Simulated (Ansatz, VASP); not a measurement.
# Ga: VASP beside Ansatz

Contents of POSCAR:

```
Ga
1.0
   -1.3935671902      1.3935671902      2.3265304007
    1.3935671902     -1.3935671902      2.3265304007
    1.3935671902      1.3935671902     -2.3265304007
Ga
1
Direct
    0.0000000000      0.0000000000      0.0000000000
```

File INCAR.step1:

```
SYSTEM = Ga
PREC     = Accurate       ! precision mode
ENCUT    = 520            ! plane-wave cutoff, eV
ISMEAR   = -1             ! smearing method
SIGMA    = 0.05           ! smearing width, eV
LREAL    = .False.        ! projectors in reciprocal space
LASPH    = .True.         ! aspherical terms in the spheres
NELM     = 60             ! most SCF steps
NBANDS   = 12             ! bands
GGA      = PE             ! functional
ALGO     = Normal         ! electronic algorithm
EDIFF    = 1E-4           ! SCF threshold, eV
LWAVE    = .True.         ! write WAVECAR
LCHARG   = .False.        ! write CHGCAR
```

File INCAR.step2:

```
SYSTEM = Ga
PREC     = Accurate       ! precision mode
ENCUT    = 520            ! plane-wave cutoff, eV
EDIFF    = 1E-7           ! SCF threshold, eV
ISMEAR   = -1             ! smearing method
SIGMA    = 0.05           ! smearing width, eV
LREAL    = .False.        ! projectors in reciprocal space
LASPH    = .True.         ! aspherical terms in the spheres
NELM     = 60             ! most SCF steps
ALGO     = Normal         ! electronic algorithm
ISIF     = 2              ! what is computed and relaxed
LWAVE    = .False.        ! write WAVECAR
LCHARG   = .True.         ! write CHGCAR
METAGGA  = R2SCAN         ! meta-GGA
LMIXTAU  = .True.       
LELF     = .True.         ! ELF
LVHAR    = .True.       
NBANDS   = 12             ! bands
ISTART   = 1
```

Contents of KPOINTS:

```
Automatic mesh
0
Gamma
  13 13 13
  0 0 0
```

File input.yaml:

```yaml
crystal:
  lattice:
    - [-1.3935671902, 1.3935671902, 2.3265304007]
    - [1.3935671902, -1.3935671902, 2.3265304007]
    - [1.3935671902, 1.3935671902, -2.3265304007]
  atoms:
    - { symbol: Ga, position: [0.0, 0.0, 0.0] }
hamiltonian:
  xc: r2scan
  pseudopotentials: { kind: paw }
kpoints:
  mp_grid: { grid: [13, 13, 13] }
scf:
  occupations: { method: fermi_dirac, width: 0.05 }
output:
  forces: true
  stress: true
  eigenvalues: true
```

This isn't the form of Ga at room conditions, which is orthorhombic.

Alike in both runs: task single point; functional r2SCAN; k mesh 13 × 13 × 13; occupations fermi-dirac, width 0.05 eV; no spin polarisation.

|  | VASP | Ansatz |
| --- | --- | --- |
| version | VASP 6.6.1 | Ansatz 0.2.0 |
| potentials or method | VASP PAW PBE potentials, release 64 (Ga_d) | Ansatz PAW |
| plane-wave cutoff (eV) | 520 | 500 |
| valence electrons in the cell | 13 | 13 |

|  | VASP | Ansatz | Ansatz less VASP |
| --- | --- | --- | --- |
| gap on the k mesh at the Fermi level (eV) | none | none | - |
| pressure (GPa) | -1.0 | -1.0 | -0.02 |
| largest component of the traceless stress (GPa) | 0.31 | 0.29 | -0.022 |

A gap of «none» marks a metal or a gap that the smearing closes.

Caveats: the PAW data sets were made with another functional, which shifts forces and pressure a little (VASP); the PAW data sets come from PBE, with cores solved anew for the run's functional, which leaves a small shift of forces and pressure (Ansatz).
